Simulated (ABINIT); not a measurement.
# Pd (Fm-3m) in ABINIT: a series of runs

The runs below take Pd through single point, with PBEsol, PBE.

Everything below comes from runs of ABINIT 10.8.3 (patched build). Logs are shortened: lines on timing, memory, paths and dates and some standing lists are left out, and cuts for length are marked. The log counts tension as positive stress, the text compression.

### 1 Starting point

It takes space group Fm-3m (No. 225, cubic). The conventional cell has a = 3.893 Å, b = 3.893 Å, c = 3.893 Å, α = 90.00°, β = 90.00°, γ = 90.00°. Pd (site symmetry m-3m) is surrounded by 12 Pd at 2.75 Å.

### 2 Single point, PBEsol

File run.abi:

```
pp_dirpath "./"
pseudos "Pd.GGA_PBE-JTH.xml"

acell 2.7527666992 2.7527666992 2.7527666992 Angstrom
rprim
     0.0000000000     0.7071067812     0.7071067812
     0.7071067812     0.0000000000     0.7071067812
     0.7071067812     0.7071067812     0.0000000000
ntypat 1
znucl 46
natom 1
typat 1
xcart
     0.0000000000     0.0000000000     0.0000000000 Angstrom

ecut 625.861884 eV
pawecutdg 45.0

kptopt 1
ngkpt 7 7 7
nshiftk 1
shiftk 0.0 0.0 0.0

ixc -116133

nband 13
occopt 3
tsmear 0.00183747

nstep 100
tolvrs 1.0e-9

iomode 3
prtwf 0
prtden 0
prteig 0
prtebands 0
```

Potentials or basis: JTH PAW PBE v2.0.

Launch:

```sh
$ abinit run.abi > log 2>&1
```

run.abo:

```text
.Version 10.8.3 of ABINIT
 Symmetries : space group Fm -3 m (#225); Bravais cF (face-center cubic)
================================================================================
 Values of the parameters that define the memory need of the present run
     intxc =       0    ionmov =       0      iscf =      17    lmnmax =      18
     lnmax =       6     mgfft =      24  mpssoang =       3    mqgrid =    3001
     natom =       1  nloc_mem =       2    nspden =       1   nspinor =       1
    nsppol =       1      nsym =      48    n1xccc =       1    ntypat =       1
    occopt =       3   xclevel =       2
       mpw =         534          nfft =       13824          nkpt =          20
 PAW method is used; the additional fine FFT grid is defined by:
   mgfftf=        32    nfftf =     32768
================================================================================
================================================================================

--------------------------------------------------------------------------------
------------- Echo of variables that govern the present computation ------------
--------------------------------------------------------------------------------
 -outvars: echo values of preprocessed input variables --------
            acell      5.2019751500E+00  5.2019751500E+00  5.2019751500E+00 Bohr
              amu      1.06420000E+02
             ecut      2.30000000E+01 Hartree
              ixc     -116133
         kptrlatt        7    0    0      0    7    0      0    0    7
          kptrlen      3.64138261E+01
            natom           1
            nband          13
            ngfft          24      24      24
          ngfftdg          32      32      32
             nkpt          20
            nstep         100
             nsym          48
           ntypat           1
           occopt           3
        pawecutdg      4.50000000E+01 Hartree
         pawxcdev           0
           prtden           0
        prtebands           0
           prteig           0
            prtwf           0
            rprim      0.0000000000E+00  7.0710678120E-01  7.0710678120E-01
                       7.0710678120E-01  0.0000000000E+00  7.0710678120E-01
                       7.0710678120E-01  7.0710678120E-01  0.0000000000E+00
          spgroup         225
           tolvrs      1.00000000E-09
           tsmear      1.83747000E-03 Hartree
            typat      1
           useylm           1
            znucl       46.00000

================================================================================

 chkinp: Checking input parameters for consistency.

================================================================================
== DATASET  1 ==================================================================

--- !DatasetInfo
iteration_state: {dtset: 1, }
dimensions: {natom: 1, nkpt: 20, mband: 13, nsppol: 1, nspinor: 1, nspden: 1, mpw: 534, }
cutoff_energies: {ecut:  23.0, pawecutdg:  45.0, }
electrons: {nelect:   1.80000000E+01, charge:   0.00000000E+00, occopt:   3.00000000E+00, tsmear:   1.83747000E-03, }
meta: {optdriver: 0, ionmov: 0, optcell: 0, iscf: 17, paral_kgb: 0, }
...

 Real(R)+Recip(G) space primitive vectors, cartesian coordinates (Bohr,Bohr^-1):
 R(1)=  0.0000000  3.6783519  3.6783519  G(1)= -0.1359304  0.1359304  0.1359304
 R(2)=  3.6783519  0.0000000  3.6783519  G(2)=  0.1359304 -0.1359304  0.1359304
 R(3)=  3.6783519  3.6783519  0.0000000  G(3)=  0.1359304  0.1359304 -0.1359304
 Unit cell volume ucvol=  9.9538209E+01 bohr^3
 Angles (23,13,12)=  6.00000000E+01  6.00000000E+01  6.00000000E+01 degrees

 Coarse grid specifications (used for wave-functions):

 getcut: wavevector=  0.0000  0.0000  0.0000  ngfft=  24  24  24
         ecut(hartree)=     23.000   => boxcut(ratio)=   2.13705

 Fine grid specifications (used for densities):

 getcut: wavevector=  0.0000  0.0000  0.0000  ngfft=  32  32  32
         ecut(hartree)=     45.000   => boxcut(ratio)=   2.03709

--- Pseudopotential description ------------------------------------------------
- pspini: atom type   1  psp file is ./Pd.GGA_PBE-JTH.xml
 Pseudopotential format is: paw10
 basis_size (lnmax)=  6 (lmn_size= 18), orbitals=   0   0   1   1   2   2
 Spheres core radius: rc_sph= 2.51164926
 Shapefunction is SIN type: shapef(r)=[sin(pi*r/rshp)/(pi*r/rshp)]**2
 Radius for shape functions =  2.51164926
 Compensation charge density is not taken into account in XC energy/potential

   8.19652814E+02                                ecore*ucvol(ha*bohr**3)
--------------------------------------------------------------------------------

[... 7 lines left out ...]

     iter   Etot(hartree)      deltaE(h)  residm     nres2
 ETOT  1  -124.31715872507    -1.243E+02 6.992E+01 7.560E+01
 ETOT  2  -128.87608415107    -4.559E+00 5.839E-02 5.274E+01
 ETOT  3  -128.79646218993     7.962E-02 9.762E-02 8.490E+00
 ETOT  4  -128.80448948714    -8.027E-03 1.407E-02 8.630E+00
 ETOT  5  -128.80539232886    -9.028E-04 3.753E-03 8.965E+00
 ETOT  6  -128.80562525092    -2.329E-04 1.310E-03 9.290E+00
 ETOT  7  -128.81095435698    -5.329E-03 2.909E-02 1.521E+01
 ETOT  8  -128.79890826991     1.205E-02 4.820E-03 3.073E+00
 ETOT  9  -128.79781754576     1.091E-03 1.336E-03 1.568E+00
 ETOT 10  -128.79766190783     1.556E-04 9.503E-04 1.608E+00
[... 7 lines left out ...]
 ETOT 18  -128.79638974356     2.171E-05 3.415E-04 2.710E-02
 ETOT 19  -128.79637929134     1.045E-05 1.168E-04 1.690E-02
 ETOT 20  -128.79635903845     2.025E-05 2.208E-04 4.550E-03
 ETOT 21  -128.79635612984     2.909E-06 3.997E-05 1.142E-04
 ETOT 22  -128.79635667542    -5.456E-07 4.934E-05 3.087E-06
 ETOT 23  -128.79635669034    -1.491E-08 4.037E-05 2.970E-06
 ETOT 24  -128.79635669101    -6.771E-10 1.876E-05 6.413E-09
 ETOT 25  -128.79635669274    -1.730E-09 1.927E-05 6.682E-08
 ETOT 26  -128.79635669277    -2.791E-11 9.818E-06 6.361E-09
 ETOT 27  -128.79635669276     1.580E-11 9.779E-06 8.888E-10

 At SCF step   27       nres2   =  8.89E-10 < tolvrs=  1.00E-09 =>converged.

 Cartesian components of stress tensor (hartree/bohr^3)
  sigma(1 1)=  7.15162298E-05  sigma(3 2)=  0.00000000E+00
  sigma(2 2)=  7.15162298E-05  sigma(3 1)=  0.00000000E+00
  sigma(3 3)=  7.15162298E-05  sigma(2 1)=  0.00000000E+00

--- !ResultsGS
iteration_state: {dtset: 1, }
comment   : Summary of ground state results
lattice_vectors:
- [  0.0000000,   3.6783519,   3.6783519, ]
- [  3.6783519,   0.0000000,   3.6783519, ]
- [  3.6783519,   3.6783519,   0.0000000, ]
lattice_lengths: [   5.20198,    5.20198,    5.20198, ]
lattice_angles: [ 60.000,  60.000,  60.000, ] # degrees, (23, 13, 12)
lattice_volume:   9.9538209E+01
convergence: {deltae:  1.580E-11, res2:  8.888E-10, residm:  9.779E-06, diffor: null, }
etotal    :  -1.28796357E+02
entropy   :   0.00000000E+00
fermie    :   4.28075971E-01
cartesian_stress_tensor: # hartree/bohr^3
- [  7.15162298E-05,   0.00000000E+00,   0.00000000E+00, ]
- [  0.00000000E+00,   7.15162298E-05,   0.00000000E+00, ]
- [  0.00000000E+00,   0.00000000E+00,   7.15162298E-05, ]
pressure_GPa:  -2.1041E+00
xred      :
- [  0.0000E+00,   0.0000E+00,   0.0000E+00, Pd]
cartesian_forces: # hartree/bohr
- [ -0.00000000E+00,  -0.00000000E+00,  -0.00000000E+00, ]
force_length_stats: {min:   0.00000000E+00, max:   0.00000000E+00, mean:   0.00000000E+00, }
...

 Integrated electronic density in atomic spheres:
 ------------------------------------------------
 Atom  Sphere_radius  Integrated_density
    1        2.51165         16.91535443

================================================================================

 ----iterations are completed or convergence reached----

 Mean square residual over all n,k,spin=   37.625E-09; max=  97.793E-07
 reduced coordinates (array xred) for    1 atoms
       0.000000000000      0.000000000000      0.000000000000
 rms dE/dt=  0.0000E+00; max dE/dt=  0.0000E+00; dE/dt below (all hartree)
    1       0.000000000000      0.000000000000      0.000000000000

 cartesian coordinates (angstrom) at end:
    1      0.00000000000000     0.00000000000000     0.00000000000000

 cartesian forces (hartree/bohr) at end:
    1     -0.00000000000000    -0.00000000000000    -0.00000000000000
 frms,max,avg= 0.0000000E+00 0.0000000E+00   0.000E+00  0.000E+00  0.000E+00 h/b

 cartesian forces (eV/Angstrom) at end:
    1     -0.00000000000000    -0.00000000000000    -0.00000000000000
 frms,max,avg= 0.0000000E+00 0.0000000E+00   0.000E+00  0.000E+00  0.000E+00 e/A
 length scales=  5.201975150007  5.201975150007  5.201975150007 bohr
              =  2.752766699200  2.752766699200  2.752766699200 angstroms
 Fermi (or HOMO) energy (hartree) =   0.42808   Average Vxc (hartree)=  -0.46695
 Eigenvalues (hartree) for nkpt=  20  k points:
 kpt#   1, nband= 13, wtk=  0.00292, kpt=  0.0000  0.0000  0.0000 (reduced coord)
  -2.66303   -1.39590   -1.39590   -1.39590    0.15761    0.32154    0.32154    0.32154
   0.38195    0.38195    1.05239    1.22830    1.22830
      occupation numbers for kpt#   1
   2.00000    2.00000    2.00000    2.00000    2.00000    2.00000    2.00000    2.00000
   2.00000    2.00000    0.00000    0.00000    0.00000
 prteigrs : prtvol=0 or 1, do not print more k-points.

--- !EnergyTerms
iteration_state     : {dtset: 1, }
comment             : Components of total free energy in Hartree
kinetic             :  1.32097923680839E+01
hartree             :  1.43869139303220E+01
xc                  : -4.25111847244114E+00
Ewald energy        : -1.00962017141095E+02
psp_core            :  8.23455458181226E+00
local_psp           : -4.95916216605431E+01
PAW spherical_terms : -9.82192335954228E+00
internal            : -1.28795419753403E+02
'-kT*entropy'       : -9.10384709737489E-04
total_energy        : -1.28796330138113E+02
total_energy_eV     : -3.50472668645307E+03
...

--- !EnergyTermsDC
iteration_state     : {dtset: 1, }
comment             : '"Double-counting" decomposition of free energy'
band_energy         : -1.04396453433601E+01
Ewald energy        : -1.00962017141095E+02
psp_core            :  8.23455458181226E+00
xc_dc               : -1.37205131514169E+01
PAW spherical_terms : -1.19078252539871E+01
internal            : -1.28795446308047E+02
'-kT*entropy'       : -9.10384709737489E-04
total_energy_dc     : -1.28796356692756E+02
total_energy_dc_eV  : -3.50472740904173E+03
...

--- !EnergyTermsWithPAWCore
iteration_state     : {dtset: 1, }
comment             : 'Components of total free energy, including PAW core contributions'
Total energy        : -5.04360257939269E+03
Total energy DC     : -5.04360260594734E+03
Total energy (eV)   : -1.37243417859081E+05
Total energy DC (eV): -1.37243418581669E+05
...

 Cartesian components of stress tensor (hartree/bohr^3)
  sigma(1 1)=  7.15162298E-05  sigma(3 2)=  0.00000000E+00
  sigma(2 2)=  7.15162298E-05  sigma(3 1)=  0.00000000E+00
  sigma(3 3)=  7.15162298E-05  sigma(2 1)=  0.00000000E+00

-Cartesian components of stress tensor (GPa)         [Pressure= -2.1041E+00 GPa]
- sigma(1 1)=  2.10408012E+00  sigma(3 2)=  0.00000000E+00
- sigma(2 2)=  2.10408012E+00  sigma(3 1)=  0.00000000E+00
- sigma(3 3)=  2.10408012E+00  sigma(2 1)=  0.00000000E+00

== END DATASET(S) ==============================================================
================================================================================

 -outvars: echo values of variables after computation  --------
            acell      5.2019751500E+00  5.2019751500E+00  5.2019751500E+00 Bohr
           etotal     -1.2879635669E+02
            fcart     -0.0000000000E+00 -0.0000000000E+00 -0.0000000000E+00
            rprim      0.0000000000E+00  7.0710678120E-01  7.0710678120E-01
                       7.0710678120E-01  0.0000000000E+00  7.0710678120E-01
                       7.0710678120E-01  7.0710678120E-01  0.0000000000E+00
           strten      7.1516229823E-05  7.1516229822E-05  7.1516229823E-05
                       0.0000000000E+00  0.0000000000E+00  0.0000000000E+00
 Calculation completed.
```

It took 15 s on 1 thread of Intel Xeon 6975P-C (Granite Rapids), shared host; peak memory 0.11 GiB.

What came out:

```
Free energy                                           : -3504.7274 eV
Pressure                                              : -2.1 GPa
Band gap on the k mesh                                : none (metal or under the smearing width)
Valence electrons inside the program's atomic spheres : Pd 16.92 (radii [1.3291] Å)
```

Caveat: the k mesh is coarse (spacing up to 0.40 Å⁻¹), so the values aren't converged; the PAW data sets were made with another functional, which shifts forces and pressure a little.

[end of part 1 of 2]
